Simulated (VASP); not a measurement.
C: phonons with PBEsol

The system is C.

```
C
1.0
     0.00000    1.78337    1.78337
     1.78337    0.00000    1.78337
     1.78337    1.78337    0.00000
C
2
Direct
  0.75000 0.75000 0.75000
  0.50000 0.50000 0.50000
```

This isn't the form of C at room conditions, which is graphite.

- Program: VASP 6.6.1
- Task: phonons
- Functional: PBEsol
- Potentials or basis: VASP PAW PBE potentials, release 64 (C)
- Cutoff: 600 eV
- k mesh: 10 × 10 × 10
- Occupations: fermi-dirac, width 0.05 eV
- Spin: no spin polarisation
- Further INCAR settings: ALGO = Normal; EDIFF = 1e-08; IBRION = 6; POTIM = 0.015; NSW = 1

| Property | Result |
| --- | --- |
| Relaxed volume | 5.62 Å³/atom |
| Relaxed cell | a = 2.514 Å, b = 2.514 Å, c = 2.514 Å, α = 60.00°, β = 60.00°, γ = 60.00° |
| Space group after relaxing (to 0.05 Å) | Fd-3m (No. 227) |
| Highest phonon frequency at Γ | 1309 cm⁻¹ |

The path:
| step | energy change (eV) | largest force (eV/Å) | pressure (GPa) | volume (Å³) |
| --- | --- | --- | --- | --- |
| 1 | 0.0000 | 0.0000 | -4.40 | 11.34 |
| 2 | 0.0010 | 0.0000 | 5.82 | 11.09 |
| 3 | -0.0016 | 0.0000 | -0.01 | 11.23 |

Final structure:
```yaml
crystal:
  lattice:
    - [0.00000, 1.77746, 1.77746]
    - [1.77746, 0.00000, 1.77746]
    - [1.77746, 1.77746, 0.00000]
  atoms:
    - { symbol: C, position: [0.75000, 0.75000, 0.75000] }
    - { symbol: C, position: [0.50000, 0.50000, 0.50000] }
```

Phonon frequencies in cm⁻¹ (negative: imaginary):
| q point | frequencies |
| --- | --- |
| (0.000, 0.000, 0.000) | 0 0 0 1309 1309 1309 |

Run time: 20 s on 1 thread of Intel(R) Xeon(R) 6975P-C (Granite Rapids), on a shared host, peak memory 0.13 GiB.

Caveat: the PAW data sets were made with another functional, which shifts forces and pressure a little.
